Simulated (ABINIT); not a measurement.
The system is MgS (Niningerite).

```
S Mg
1.0
     0.00000    2.60165    2.60165
     2.60165    0.00000    2.60165
     2.60165    2.60165    0.00000
S Mg
1 1
Cartesian
  2.6016 2.6016 2.6016
  0.0000 0.0000 0.0000
```

Base run:

| Property | Result |
| --- | --- |
| Program | ABINIT 10.8.3 (patched build) |
| Functional | PBEsol |
| Potentials or basis | PseudoDojo NC SR PBEsol v0.4.1 standard |
| Cutoff | 1034 eV |
| k mesh | 7 × 7 × 7 |
| Occupations | fermi-dirac, width 0.05 eV |
| Spin | no spin polarisation |

Its results: band gap on the k mesh 2.91 eV, indirect (least direct gap 3.59 eV); pressure -1.4 GPa.

Q: The run is repeated on the same cell with these changes: functional from PBEsol to PBE; potentials or basis from PseudoDojo NC SR PBEsol v0.4.1 standard to PseudoDojo NC SR PBE v0.5 stringent. What comes out?

A: Band gap on the k mesh 3.00 eV, indirect (least direct gap 3.71 eV); pressure 0.7 GPa.

Caveats: an odd mesh through Γ misses points on the zone boundary, where band edges often lie.
